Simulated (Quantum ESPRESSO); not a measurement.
# Hf (P6_3/mmc) in Quantum ESPRESSO: reference runs

Aim: a first look at Hf with PBEsol, on the cell as given.

All numbers are computed with Quantum ESPRESSO 7.5; they aren't measurements. Logs are shortened: lines on timing, memory, paths and dates and some standing lists are left out, and cuts for length are marked.

### Step 1. The crystal as given

Symmetry: P6_3/mmc, No. 194, hexagonal system. Conventional cell: a = 3.197 Å, b = 3.197 Å, c = 5.058 Å, α = 90.00°, β = 90.00°, γ = 120.00°. Hf (site symmetry -6m2) has 12 Hf at 3.13 to 3.20 Å as nearest neighbours.

### Step 2. Single point, PBEsol

pw.in reads:

```
&CONTROL
  calculation = 'scf'
  prefix = 'pwscf'
  outdir = './tmp'
  pseudo_dir = './pseudo'
  tprnfor = .true.
  tstress = .true.
  disk_io = 'low'
/
&SYSTEM
  ibrav = 0
  celldm(1) = 8
  nat = 2
  ntyp = 1
  ecutwfc = 45
  ecutrho = 360
  nbnd = 19
  occupations = 'smearing'
  smearing = 'fd'
  degauss = 0.00367493
/
&ELECTRONS
  conv_thr = 4d-10
  electron_maxstep = 120
  mixing_beta = 0.5
/
ATOMIC_SPECIES
Hf   178.4900 hf_pbesol_v1.uspp.F.UPF
CELL_PARAMETERS alat
  0.7551109378239   0.0000000000000   0.0000000000000
 -0.3775554689119   0.6539452548363   0.0000000000000
  0.0000000000000   0.0000000000000   1.1947320991415
ATOMIC_POSITIONS crystal
Hf     0.6666666667    0.3333333333    0.7500000000
Hf     0.3333333333    0.6666666667    0.2500000000
K_POINTS automatic
10 10 5 0 0 0
```

pp_density.in reads:

```
&INPUTPP
  prefix = 'pwscf'
  outdir = './tmp'
  filplot = 'density.dat'
  plot_num = 0
/
&PLOT
  nfile = 1
  filepp(1) = 'density.dat'
  iflag = 3
  output_format = 6
  fileout = 'density.cube'
/
```

pp_potential.in reads:

```
&INPUTPP
  prefix = 'pwscf'
  outdir = './tmp'
  filplot = 'potential.dat'
  plot_num = 11
/
&PLOT
  nfile = 1
  filepp(1) = 'potential.dat'
  iflag = 3
  output_format = 6
  fileout = 'potential.cube'
/
```

Potentials or basis: GBRV 1.5 PBEsol.

On the command line:

```bash
$ OMP_NUM_THREADS=1 mpirun -n 2 pw.x -nk 2 -in pw.in > pw.out
$ OMP_NUM_THREADS=1 mpirun -n 1 pp.x -in pp_density.in > pp_density.out
$ OMP_NUM_THREADS=1 mpirun -n 1 pp.x -in pp_potential.in > pp_potential.out
```

pw.out:

```text
This program is part of the open-source Quantum ESPRESSO suite
     for quantum simulation of materials; please cite
[... 13 lines left out ...]
     --------------------
     sticks:   dense  smooth     PW     G-vecs:    dense   smooth      PW
     Sum         913     451    139                34905    12299    2045

     Using Slab Decomposition

     bravais-lattice index     =            0
     lattice parameter (alat)  =       8.0000  a.u.
     unit-cell volume          =     302.0596 (a.u.)^3
     number of atoms/cell      =            2
     number of atomic types    =            1
     number of electrons       =        24.00
     number of Kohn-Sham states=           19
     kinetic-energy cutoff     =      45.0000  Ry
     charge density cutoff     =     360.0000  Ry
     scf convergence threshold =      4.0E-10
     mixing beta               =       0.5000
     number of iterations used =            8  plain     mixing
     Exchange-correlation= SLA  PW   PSX  PSC
                           (   1   4  10   8   0   0   0)

     celldm(1)=   8.000000  celldm(2)=   0.000000  celldm(3)=   0.000000
     celldm(4)=   0.000000  celldm(5)=   0.000000  celldm(6)=   0.000000

     crystal axes: (cart. coord. in units of alat)
               a(1) = (   0.755111   0.000000   0.000000 )
               a(2) = (  -0.377555   0.653945   0.000000 )
               a(3) = (   0.000000   0.000000   1.194732 )

     reciprocal axes: (cart. coord. in units 2 pi/alat)
               b(1) = (  1.324309  0.764590 -0.000000 )
               b(2) = (  0.000000  1.529180  0.000000 )
               b(3) = (  0.000000 -0.000000  0.837008 )

     PseudoPot. # 1 for Hf read from file:
     hf_pbesol_v1.uspp.F.UPF
     Pseudo is Ultrasoft + core correction, Zval = 12.0
     Generated by new atomic code, or converted to UPF format
     Using radial grid of  921 points,  8 beta functions with:
                l(1) =   0
                l(2) =   0
                l(3) =   0
                l(4) =   1
                l(5) =   1
                l(6) =   2
                l(7) =   2
                l(8) =   3
     Q(r) pseudized with  6 coefficients,  rinner =    1.200   1.200   1.200
                                                       1.200   1.200   1.200
                                                       1.200

     atomic species   valence    mass     pseudopotential
     Hf               12.00   178.49000     Hf( 1.00)

     24 Sym. Ops., with inversion, found (12 have fractional translation)

   Cartesian axes

     site n.     atom                  positions (alat units)
         1        Hf     tau(   1) = (   0.3775555   0.2179818   0.8960491  )
         2        Hf     tau(   2) = (  -0.0000000   0.4359635   0.2986830  )

     number of k points=    42  Fermi-Dirac smearing, width (Ry)=  0.0037
                       cart. coord. in units 2pi/alat
        k(    1) = (   0.0000000   0.0000000   0.0000000), wk =   0.0040000
        k(    2) = (   0.0000000   0.0000000   0.1674015), wk =   0.0080000
        k(    3) = (   0.0000000   0.0000000   0.3348031), wk =   0.0080000
        k(    4) = (   0.0000000   0.1529180   0.0000000), wk =   0.0240000
        k(    5) = (   0.0000000   0.1529180   0.1674015), wk =   0.0480000
        k(    6) = (   0.0000000   0.1529180   0.3348031), wk =   0.0480000
[... 34 lines left out ...]
        k(   41) = (   0.3972926   0.6881310   0.1674015), wk =   0.0480000
        k(   42) = (   0.3972926   0.6881310   0.3348031), wk =   0.0480000

     Dense  grid:    34905 G-vectors     FFT dimensions: (  40,  40,  60)

     Smooth grid:    12299 G-vectors     FFT dimensions: (  25,  25,  48)

     Initial potential from superposition of free atoms

     starting charge      20.0000, renormalised to      24.0000

     negative rho (up, down):  2.616E-01 0.000E+00
     Starting wfcs are   26 randomized atomic wfcs

     Self-consistent Calculation

     iteration #  1     ecut=    45.00 Ry     beta= 0.50
     Davidson diagonalization with overlap
     ethr =  1.00E-02,  avg # of iterations =  2.5

     negative rho (up, down):  2.276E-01 0.000E+00

     total energy              =    -316.78748606 Ry
     estimated scf accuracy    <       4.72156189 Ry

     iteration #  2     ecut=    45.00 Ry     beta= 0.50
     Davidson diagonalization with overlap
     ethr =  1.00E-02,  avg # of iterations =  2.0

     negative rho (up, down):  2.244E-01 0.000E+00

     total energy              =    -316.98578961 Ry
     estimated scf accuracy    <       0.35936353 Ry

     iteration #  3     ecut=    45.00 Ry     beta= 0.50
     Davidson diagonalization with overlap
     ethr =  1.50E-03,  avg # of iterations =  2.2

     negative rho (up, down):  2.281E-01 0.000E+00

     total energy              =    -317.06813312 Ry
     estimated scf accuracy    <       0.00525851 Ry

     iteration #  4     ecut=    45.00 Ry     beta= 0.50
     Davidson diagonalization with overlap
     ethr =  2.19E-05,  avg # of iterations =  4.5

     negative rho (up, down):  2.284E-01 0.000E+00

     total energy              =    -317.06882074 Ry
     estimated scf accuracy    <       0.00047284 Ry

     iteration #  5     ecut=    45.00 Ry     beta= 0.50
     Davidson diagonalization with overlap
     ethr =  1.97E-06,  avg # of iterations =  3.6

     negative rho (up, down):  2.282E-01 0.000E+00

     total energy              =    -317.06888745 Ry
     estimated scf accuracy    <       0.00000581 Ry
[... 10 lines left out ...]
     iteration #  7     ecut=    45.00 Ry     beta= 0.50
     Davidson diagonalization with overlap
     ethr =  1.82E-08,  avg # of iterations =  2.0

     negative rho (up, down):  2.282E-01 0.000E+00

     total energy              =    -317.06888846 Ry
     estimated scf accuracy    <       0.00000010 Ry

     iteration #  8     ecut=    45.00 Ry     beta= 0.50
     Davidson diagonalization with overlap
     ethr =  4.28E-10,  avg # of iterations =  2.0

     negative rho (up, down):  2.282E-01 0.000E+00

     total energy              =    -317.06888847 Ry
     estimated scf accuracy    <       0.00000004 Ry

     iteration #  9     ecut=    45.00 Ry     beta= 0.50
     Davidson diagonalization with overlap
     ethr =  1.50E-10,  avg # of iterations =  2.0

     negative rho (up, down):  2.282E-01 0.000E+00

     total energy              =    -317.06888848 Ry
     estimated scf accuracy    <          6.9E-10 Ry

     iteration # 10     ecut=    45.00 Ry     beta= 0.50
     Davidson diagonalization with overlap
     ethr =  2.86E-12,  avg # of iterations =  2.2

     negative rho (up, down):  2.282E-01 0.000E+00

     End of self-consistent calculation

          k = 0.0000 0.0000 0.0000 (  1533 PWs)   bands (ev):

   -47.2476 -47.1760 -16.3903 -15.6416 -15.6416 -15.5143 -15.5123 -15.5123
     7.2110  10.8828  15.2477  15.7753  15.7753  16.0540  16.5968  16.5968
    17.2303  17.2303  19.9420

          k = 0.0000 0.0000 0.1674 (  1551 PWs)   bands (ev):

   -47.2408 -47.1829 -16.3118 -15.6294 -15.6294 -15.6037 -15.5249 -15.5249
     7.5749  10.6670  14.8194  15.6157  15.6157  15.7436  16.3190  16.3190
    17.7811  17.7811  20.0540

          k = 0.0000 0.0000 0.3348 (  1556 PWs)   bands (ev):

   -47.2230 -47.2009 -16.1016 -15.8315 -15.5972 -15.5972 -15.5573 -15.5573
     8.5618   9.8103  14.5695  15.0575  15.5654  15.5654  15.8405  15.8405
    18.8705  18.8707  19.8094

          k = 0.0000 0.1529 0.0000 (  1553 PWs)   bands (ev):

   -47.2426 -47.1741 -16.3644 -15.6966 -15.6600 -15.5702 -15.5266 -15.5199
     7.5116  11.1786  14.8609  15.1376  16.0603  16.2583  16.5553  16.8669
    16.8739  16.9555  20.1631

          k = 0.0000 0.1529 0.1674 (  1540 PWs)   bands (ev):

   -47.2361 -47.1807 -16.2925 -15.6818 -15.6474 -15.6467 -15.5453 -15.5334
     7.8651  10.9626  14.4117  15.1624  15.8009  15.8405  16.2297  16.5421
    17.6283  17.6818  20.1956

          k = 0.0000 0.1529 0.3348 (  1557 PWs)   bands (ev):

   -47.2191 -47.1979 -16.1003 -15.8545 -15.6393 -15.6119 -15.5880 -15.5686
     8.8306  10.0792  14.2786  14.8969  15.3610  15.7771  15.7879  16.0603
    18.7679  18.8385  19.7969

          k = 0.0000 0.3058 0.0000 (  1535 PWs)   bands (ev):

   -47.2292 -47.1696 -16.2914 -15.8406 -15.7163 -15.7061 -15.5628 -15.5410
     8.3495  11.9082  14.0054  14.3287  15.6171  16.3210  16.3954  16.8922
    17.2656  17.6452  20.5663

          k = 0.0000 0.3058 0.1674 (  1547 PWs)   bands (ev):

   -47.2235 -47.1753 -16.2432 -15.8188 -15.7750 -15.6906 -15.5795 -15.5570
     8.6643  11.7016  13.6403  14.4305  15.5019  15.9968  16.2228  17.0949
    17.7346  17.8034  20.4331
[... 13 lines left out ...]
          k = 0.0000 0.4588 0.1674 (  1545 PWs)   bands (ev):

   -47.2070 -47.1696 -16.2022 -15.9773 -15.9119 -15.7425 -15.6236 -15.5879
     9.7446  12.1946  13.0459  14.0432  15.0994  15.8836  16.0594  18.1323
    18.4429  18.6890  20.6099

          k = 0.0000 0.4588 0.3348 (  1548 PWs)   bands (ev):

   -47.1954 -47.1812 -16.1754 -16.0823 -15.7860 -15.6952 -15.6718 -15.6362
    10.3785  11.3212  13.4775  14.0451  14.9484  15.4178  16.6127  17.4123
    19.1239  19.1519  19.9241

          k = 0.0000 0.6117 0.0000 (  1543 PWs)   bands (ev):

   -47.1950 -47.1635 -16.1616 -16.0773 -16.0191 -15.8027 -15.6947 -15.5933
    10.6731  12.0953  12.5765  13.8312  15.5068  15.5663  15.9492  19.7252
    19.7284  20.1160  21.0359

          k = 0.0000 0.6117 0.1674 (  1535 PWs)   bands (ev):

   -47.1920 -47.1665 -16.2384 -16.0941 -15.9413 -15.7830 -15.6754 -15.6136
    10.6744  11.9883  12.8547  13.7177  15.5334  15.7933  15.8930  19.3236
    19.6558  19.8674  20.8160

          k = 0.0000 0.6117 0.3348 (  1536 PWs)   bands (ev):

   -47.1841 -47.1744 -16.2642 -16.2036 -15.7864 -15.7313 -15.6894 -15.6666
    10.8935  11.4508  13.3783  13.8301  15.3860  15.6517  16.6233  17.8940
    19.8245  20.1257  20.4798

          k = 0.0000-0.7646 0.0000 (  1538 PWs)   bands (ev):

   -47.1876 -47.1640 -16.2160 -16.0681 -16.0206 -15.8185 -15.7372 -15.6026
    11.2390  11.8507  12.3724  13.8032  15.3821  15.4645  16.2723  20.5049
    21.0184  21.0824  21.5410

          k = 0.0000-0.7646 0.1674 (  1540 PWs)   bands (ev):

   -47.1853 -47.1663 -16.2737 -16.1389 -15.9194 -15.7983 -15.7050 -15.6236
    11.0051  11.8374  13.0066  13.3773  15.6901  15.8795  15.9380  19.7621
    20.6178  20.9774  21.2482

          k = 0.0000-0.7646 0.3348 (  1518 PWs)   bands (ev):

   -47.1794 -47.1721 -16.3042 -16.2499 -15.7770 -15.7450 -15.6978 -15.6782
    11.0082  11.4443  13.3981  13.6998  15.5883  15.9983  16.5907  18.0092
    20.7243  20.7788  20.8010

          k = 0.1324 0.2294 0.0000 (  1549 PWs)   bands (ev):

   -47.2334 -47.1709 -16.3149 -15.7823 -15.7290 -15.6398 -15.5508 -15.5438
     8.0834  11.7124  14.2659  14.4935  15.8065  16.2457  16.6542  16.7686
    16.9060  17.4943  20.3789

          k = 0.1324 0.2294 0.1674 (  1547 PWs)   bands (ev):

   -47.2275 -47.1769 -16.2577 -15.7589 -15.7546 -15.6734 -15.5638 -15.5588
     8.4130  11.4990  13.8502  14.5888  15.6569  15.9951  16.1874  16.8942
    17.5010  17.8672  20.3124

          k = 0.1324 0.2294 0.3348 (  1552 PWs)   bands (ev):

   -47.2119 -47.1926 -16.1051 -15.9098 -15.6990 -15.6579 -15.6100 -15.5963
     9.3256  10.5576  13.9033  14.5775  15.0967  15.5922  16.1665  16.4520
    18.5889  18.9611  19.7084

          k = 0.1324 0.3823 0.0000 (  1552 PWs)   bands (ev):

   -47.2178 -47.1665 -16.2256 -15.9295 -15.8574 -15.7207 -15.5991 -15.5815
     9.1109  12.4560  13.4798  13.8403  15.3352  15.6372  16.3623  17.5480
    17.7853  18.6129  20.6244

          k = 0.1324 0.3823 0.1674 (  1544 PWs)   bands (ev):

   -47.2129 -47.1714 -16.2073 -15.9161 -15.8626 -15.7335 -15.6076 -15.5888
     9.3794  12.2610  13.2198  13.9650  15.2422  15.7523  16.1429  17.4868
    18.1257  18.6155  20.4256

          k = 0.1324 0.3823 0.3348 (  1549 PWs)   bands (ev):

   -47.2001 -47.1842 -16.1395 -16.0237 -15.7676 -15.7153 -15.6478 -15.6264
    10.1396  11.2395  13.5794  14.1222  14.8530  15.3069  16.5002  17.0711
    18.7857  19.2321  19.7608

          k = 0.1324 0.5352 0.0000 (  1538 PWs)   bands (ev):

   -47.2004 -47.1637 -16.1155 -16.0887 -15.9730 -15.7974 -15.6678 -15.6159
    10.3351  12.4879  12.8163  13.7184  15.2941  15.5698  15.8704  18.5426
    19.1824  20.0034  20.7976
[... 73 lines left out ...]
          k = 0.2649 0.7646 0.1674 (  1530 PWs)   bands (ev):

   -47.1789 -47.1671 -16.1993 -16.0936 -15.9784 -15.8096 -15.7899 -15.6930
    11.7745  12.6674  13.0348  13.2075  14.8338  15.1205  16.4859  19.2173
    19.7012  20.6525  21.0405

          k = 0.2649 0.7646 0.3348 (  1532 PWs)   bands (ev):

   -47.1752 -47.1707 -16.2375 -16.1992 -15.9273 -15.8510 -15.6916 -15.6492
    11.7980  12.2165  13.5550  13.9574  14.2783  14.7552  16.8297  17.7031
    19.8753  20.3000  21.9363

          k = 0.3973 0.6881 0.0000 (  1530 PWs)   bands (ev):

   -47.1765 -47.1674 -16.1159 -16.0036 -15.9419 -15.9258 -15.8158 -15.8056
    12.4180  12.4805  13.0461  13.0981  14.8697  15.1405  16.5097  19.4753
    19.7915  20.4014  20.7009

          k = 0.3973 0.6881 0.1674 (  1535 PWs)   bands (ev):

   -47.1756 -47.1683 -16.1174 -16.1132 -16.0159 -15.8493 -15.7832 -15.7244
    12.4208  12.5193  13.1514  13.2185  14.7381  14.8055  16.4962  19.0783
    19.6055  20.4462  20.7167

          k = 0.3973 0.6881 0.3348 (  1537 PWs)   bands (ev):

   -47.1733 -47.1705 -16.1888 -16.1768 -15.9890 -15.9101 -15.6773 -15.6531
    12.4539  12.5250  13.3448  13.5059  14.3132  14.5604  16.6989  17.5713
    19.7049  20.0421  22.1330

     the Fermi energy is    14.5878 ev

!    total energy              =    -317.06888848 Ry
     estimated scf accuracy    <          1.1E-11 Ry
     smearing contrib. (-TS)   =      -0.00080731 Ry
     internal energy E=F+TS    =    -317.06808117 Ry

     The total energy is F=E-TS. E is the sum of the following terms:
     one-electron contribution =     -37.90393135 Ry
     hartree contribution      =      27.51941706 Ry
     xc contribution           =    -150.51420047 Ry
     ewald contribution        =    -156.16936642 Ry

     convergence has been achieved in  10 iterations

     negative rho (up, down):  2.282E-01 0.000E+00

     Forces acting on atoms (cartesian axes, Ry/au):

     atom    1 type  1   force =     0.00000000    0.00000000    0.00000000
     atom    2 type  1   force =     0.00000000    0.00000000    0.00000000

     Total force =     0.000000     Total SCF correction =     0.000000

     Computing stress (Cartesian axis) and pressure

     negative rho (up, down):  2.282E-01 0.000E+00
          total   stress  (Ry/bohr**3)                   (kbar)     P=      -38.72
  -0.00025156   0.00000000  -0.00000000          -37.01        0.00       -0.00
   0.00000000  -0.00025156  -0.00000000            0.00      -37.01       -0.00
   0.00000000   0.00000000  -0.00028661            0.00        0.00      -42.16

=------------------------------------------------------------------------------=
   JOB DONE.
=------------------------------------------------------------------------------=
```

It took 17 s on 2 MPI ranks of Arm Neoverse V1, shared host; peak memory 0.34 GiB.

What came out:

- Free energy: -4313.9420 eV
- Pressure: -3.9 GPa
- Band gap on the k mesh: none (metal or under the smearing width)

Levels at points of the mesh, in eV from the Fermi level:
| k point | band 8 | band 9 | band 10 | band 11 | band 12 | band 13 | band 14 | band 15 | band 16 | band 17 |
| --- | --- | --- | --- | --- | --- | --- | --- | --- | --- | --- |
| (0.00, 0.00, 0.00) | -30.10 | -7.38 | -3.70 | 0.66 | 1.19 | 1.19 | 1.47 | 2.01 | 2.01 | 2.64 |
| (0.00, -0.50, 0.00) | -30.19 | -3.35 | -2.74 | -2.22 | -0.78 | 0.79 | 0.88 | 1.68 | 5.92 | 6.43 |

Spin-orbit coupling is left out, which matters for the levels of Hf.
